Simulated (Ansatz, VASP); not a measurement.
# CaO: VASP beside Ansatz

The input INCAR:

```
SYSTEM = CaO
  ALGO = Normal
  EDIFF = 1E-7
  EDIFFG = -0.005
  ENCUT = 600
  GGA = RP
  IBRION = 2
  ISIF = 3
  ISMEAR = -1
  IVDW = 13
  LASPH = .True.
  LCHARG = .False.
  LREAL = .False.
  LWAVE = .False.
  NELM = 80
  NSW = 80
  PREC = Accurate
  SIGMA = 0.05
```

Contents of KPOINTS:

```
k-points
0
Gamma
  10 10 10
  0 0 0
```

Contents of POSCAR:

```
CaO
1.0
    0.0000000000      2.4035556960      2.4035556960
    2.4035556960      0.0000000000      2.4035556960
    2.4035556960      2.4035556960      0.0000000000
Ca O
1 1
Direct
    0.0000000000      0.0000000000      0.0000000000
    0.5000000000      0.5000000000      0.5000000000
```

File input.yaml:

```yaml
crystal:
  lattice:
    - [0.0, 2.403555696, 2.403555696]
    - [2.403555696, 0.0, 2.403555696]
    - [2.403555696, 2.403555696, 0.0]
  atoms:
    - { symbol: Ca, position: [0.0, 0.0, 0.0] }
    - { symbol: O, position: [0.5, 0.5, 0.5] }
kpoints:
  mp_grid: { grid: [10, 10, 10] }
scf:
  occupations: { method: fermi_dirac, width: 0.05 }
hamiltonian:
  xc: rpbe
  dispersion: d4
  pseudopotentials: { kind: all_electron, lapw: { basis_error: 0.001 } }
output:
  forces: true
  stress: true
relax:
  f_tol: 0.005
  max_steps: 60
  cell: {}
```

The cell is a database's computed one.

Alike in both runs: task relaxation of cell and atoms; functional RPBE; dispersion D4; k mesh 10 × 10 × 10; occupations fermi-dirac, width 0.05 eV; no spin polarisation.

```csv
,VASP,Ansatz
version,VASP 6.6.1,Ansatz 0.2.0
potentials or method,"VASP PAW PBE potentials, release 64 (Ca_sv, O)","all-electron LAPW, scalar-relativistic"
plane-wave cutoff (eV),600,see its input
```

|  | VASP | Ansatz | Ansatz less VASP |
| --- | --- | --- | --- |
| relaxed volume (Å³/atom) | 14.13 | 14.06 | -0.066 |
| relaxed cell length with the largest relative difference (Å) | 3.419 | 3.413 | -0.0053 |
| energy change over the relaxation (meV/atom) | -1 | -1 | +0.6 |

Ansatz ran all-electron here, so the differences hold the error of VASP's frozen core and of both bases.

Caveats: the PAW data sets were made with another functional, which shifts forces and pressure a little (VASP). A k mesh can miss the band edges. Expect the measured gap to be larger: semilocal functionals such as RPBE lack the derivative discontinuity.
